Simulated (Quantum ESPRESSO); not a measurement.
The system is Si2Mo.

```
CELL_PARAMETERS angstrom
-1.60000 1.60000 3.93050
1.60000 -1.60000 3.93050
1.60000 1.60000 -3.93050
ATOMIC_POSITIONS crystal
Mo 0.00000 0.00000 0.00000
Si 0.66700 0.66700 0.00000
Si 0.33300 0.33300 0.00000
```

Base run:

| Property | Result |
| --- | --- |
| Program | Quantum ESPRESSO 7.5 |
| Functional | PBE |
| Potentials or basis | SSSP 1.3 efficiency PBE |
| Cutoff | 816 eV |
| Density cutoff | 5987 eV |
| k mesh | 12 × 12 × 12 |
| Occupations | fermi-dirac, width 0.05 eV |
| Spin | no spin polarisation |

Its results: band gap on the k mesh none (metal or under the smearing width); pressure 2.1 GPa; largest force 0.283 eV/Å.

Problem. The run is repeated on the same cell with these changes: functional from PBE to PBEsol; potentials or basis from SSSP 1.3 efficiency PBE to GBRV 1.5 PBEsol; cutoff from 816 eV to 612 eV; density cutoff from 5987 eV to 4898 eV. What comes out?

Solution. Band gap on the k mesh none (metal or under the smearing width); pressure -3.1 GPa; largest force 0.327 eV/Å.

Not every run made on this cell is shown here.
